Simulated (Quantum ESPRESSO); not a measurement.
Crystal: NbP.

```
Nb P
1.0
    -1.67492    1.67492    5.74011
     1.67492   -1.67492    5.74011
     1.67492    1.67492   -5.74011
Nb P
2 2
Direct
  0.24988 0.74988 0.50000
  0.49988 0.49988 0.00000
  0.83275 0.33275 0.50000
  0.08275 0.08275 0.00000
```

The cell is a database's computed one.

Base run:

* Program: Quantum ESPRESSO 7.5
* Functional: PBEsol
* Potentials or basis: GBRV 1.5 PBEsol
* Cutoff: 612 eV
* Density cutoff: 4898 eV
* k mesh: 11 × 11 × 11
* Occupations: fermi-dirac, width 0.05 eV
* Spin: no spin polarisation
* Hubbard terms: Nb d U = 6 eV

Its results: band gap on the k mesh none (metal or under the smearing width); pressure -3.4 GPa; largest force 0.025 eV/Å.

Q: The run is repeated on the same cell with these changes: hubbard terms from Nb d U = 6 eV to Nb d U = 5 eV. What comes out?

A: Band gap on the k mesh none (metal or under the smearing width); pressure -4.3 GPa; largest force 0.012 eV/Å.

Caveats: U without spin polarisation on a metal has little footing; the U is typed as a test and isn't derived for this compound.
